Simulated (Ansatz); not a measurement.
Ionic part of the dielectric constant of AlAs at 30 GPa, mode by mode

Computed with Ansatz, DFT PBE, scalar-relativistic, plane waves, PAW. Settings: 420 eV plane-wave cutoff, Γ-centred 10×10×10 mesh, fixed occupations. No spin polarisation. Phonons by linear response, acoustic sum rule imposed.

It takes space group F-43m (No. 216, cubic). Conventional cell: a = 5.254 Å, b = 5.254 Å, c = 5.254 Å, α = 90.00°, β = 90.00°, γ = 90.00°. Al (site symmetry -43m) is surrounded by 4 As at 2.28 Å. As (site symmetry -43m) has 4 Al at 2.28 Å as nearest neighbours.

Other phases may be more stable at this pressure. The bands were filled as in an insulator; under compression the gap may have closed between mesh points.

The primitive cell has V = 36.26 Å³ and ε∞,yy = 8.739. Each polar mode adds Δε = (4.92064×10⁷/V)·S/ν² along y, with S its oscillator strength in e²/amu, ν in cm⁻¹ and V in Å³.

Q: From these modes, find each Δε and ε0,yy.
| ν (cm⁻¹) | S_yy (e²/amu) |
| --- | --- |
| 462.0 | 0.202 |

A:
| ν (cm⁻¹) | Δε |
| --- | --- |
| 462.0 | 1.28 |

The sum is 1.284, so ε0,yy = 10.02; the run's tensor has 10.02.

Q: Where do the longitudinal modes lie for a wave vector along y?

A: At 495 cm⁻¹. The Lyddane–Sachs–Teller product Π(ν_LO/ν_TO)² = 1.15 matches ε0/ε∞ = 1.15.

Cost: 1 run of about 1.1 core-minutes, on Arm Neoverse V2 (shared hosts).